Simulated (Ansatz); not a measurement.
Rows from a G0W0 calculation on SrCl2 (fluorite (111) film, 1 layers) (Ansatz 0.2.0; G0W0 on LDA, plane waves, PAW; 3×3×1 mesh, 280 empty bands, screening to 36 eV), in eV. Spin-orbit coupling is left out.

```tsv
row	Σx	Σc	Vxc	Z
A	-20.38	2.55	-16.17	0.81
B	-3.21	-2.31	-7.03	0.89
C	-5.34	-2.84	-10.37	0.86
D	-3.88	-2.46	-8.14	0.87
E	-20.76	2.54	-16.59	0.81
F	-5.52	-3.13	-11.02	0.85
```

Q: Which rows are filled states and which are empty ones, and how can one tell?

Filled: A and E. Empty: B, C, D and F. The sign of Σc tells: for a filled state bare exchange, which holds its interaction with itself, lies below Vxc (Σx − Vxc is -4.2 eV or lower here) and screening gives part back as a positive Σc. For an empty state Σx lies above Vxc (+3.8 eV or more) and the Coulomb hole leaves Σc negative.

[Paths, hosts, dates, memory and timing lines, banners, echoed tables and standing remarks are left out of the program output.]

[Logs are printed without paths, hosts, clocks, repeated set-up lines and the standing remarks that a program may print on its own settings, such as how far it seeks lower states.]

[Runs of the session that timed out or met a known fault of the program may be left out.]

[Cells called generated may have been cut or substituted from an entry of the Crystallography Open Database or the Materials Project.]

[Hosts, paths, dates, database ids (printed as entryN), source tags and the programs' standing remarks are cut or masked in the printed files.]
